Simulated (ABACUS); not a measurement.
Ag:

```
CELL_PARAMETERS angstrom
0.00000 2.04275 2.04275
2.04275 0.00000 2.04275
2.04275 2.04275 0.00000
ATOMIC_POSITIONS crystal
Ag 0.00000 0.00000 0.00000
```

```yaml
Program: ABACUS 3.10.1
Task: single point
Functional: PBE
Potentials_or_basis: PseudoDojo NC SR 0.4.1 PBE standard
Cutoff: 1116 eV
Density_cutoff: 4463 eV
Basis: plane waves
k_mesh: 11 × 11 × 11
Occupations: fermi-dirac, width 0.05 eV
Spin: no spin polarisation
```

On this cell: pressure 4.3 GPa; band gap on the k mesh none (metal or under the smearing width).

The same run follows on a disturbed copy (cell strained at random at fixed volume):

```
CELL_PARAMETERS angstrom
-0.00622 2.03863 2.06720
2.01497 0.04695 2.01403
2.08560 2.05608 -0.02368
ATOMIC_POSITIONS crystal
Ag 0.00221 0.02855 0.98957
```

Q: What changes?

A: The energy (extrapolated to zero smearing) moves by +6.5 meV/atom; pressure 4.8 GPa; band gap on the k mesh none (metal or under the smearing width).

Stress tensor (GPa, compression positive):
```
 4.99 -1.85  1.52
-1.85  4.74 -0.88
 1.52 -0.88  4.64
```
